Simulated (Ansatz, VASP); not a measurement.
**One calculation of Mo, two programs**

The input INCAR:

```
AGGAC = 1.0
AGGAX = 1.0
ALDAC = 0.0
ALDAX = 1.0
ALGO = Normal
EDIFF = 1E-6
ENCUT = 520
GGA = B5
ISIF = 2
ISMEAR = -1
LASPH = True
LCHARG = False
LREAL = False
LWAVE = False
NBANDS = 13
NELM = 100
PREC = Accurate
SIGMA = 0.1
```

The input KPOINTS:

```
k-points
0
Gamma
  15 15 15
```

POSCAR

```
Mo
1.0
    0.0000000000      2.0542320598      2.0542320598
    2.0542320598      0.0000000000      2.0542320598
    2.0542320598      2.0542320598      0.0000000000
Mo
1
Direct
    0.0000000000      0.0000000000      0.0000000000
```

Input for Ansatz:

```yaml
crystal:
  lattice:
    - [0.0, 2.0542320598, 2.0542320598]
    - [2.0542320598, 0.0, 2.0542320598]
    - [2.0542320598, 2.0542320598, 0.0]
  atoms:
    - { symbol: Mo, position: [0.0, 0.0, 0.0] }
hamiltonian:
  xc: blyp
  pseudopotentials:
    kind: paw
    azcp:
      Mo: "pseudopotentials/Mo.paw.azcp"
basis:
  ecutwfc: 420
  fft_grid_basis: typed
kpoints:
  mp_grid: { grid: [15, 15, 15], shift: [0, 0, 0] }
magnetization:
  spin_polarized: false
scf:
  occupations: { method: fermi_dirac, width: 0.1 }
  lower_state_search: "off"
output:
  stress: true
```

Alike in both runs: task single point; functional BLYP; k mesh 15 × 15 × 15; occupations fermi-dirac, width 0.1 eV; no spin polarisation.

|  | VASP | Ansatz |
| --- | --- | --- |
| version | VASP 6.6.1 | Ansatz 0.2.0 |
| potentials or method | VASP PAW PBE potentials, release 64 (Mo_sv) | plane waves (420 eV) with PAW, scalar-relativistic |
| plane-wave cutoff (eV) | 520 | 420 |
| valence electrons in the cell | 14 | 14 |

|  | VASP | Ansatz | Ansatz less VASP |
| --- | --- | --- | --- |
| pressure (GPa) | -6.8 | -7.5 | -0.68 |

With one functional, cell and mesh, what is left measures potentials, basis and numerics.

Caveats: the PAW data sets were made with another functional, which shifts forces and pressure a little (VASP).
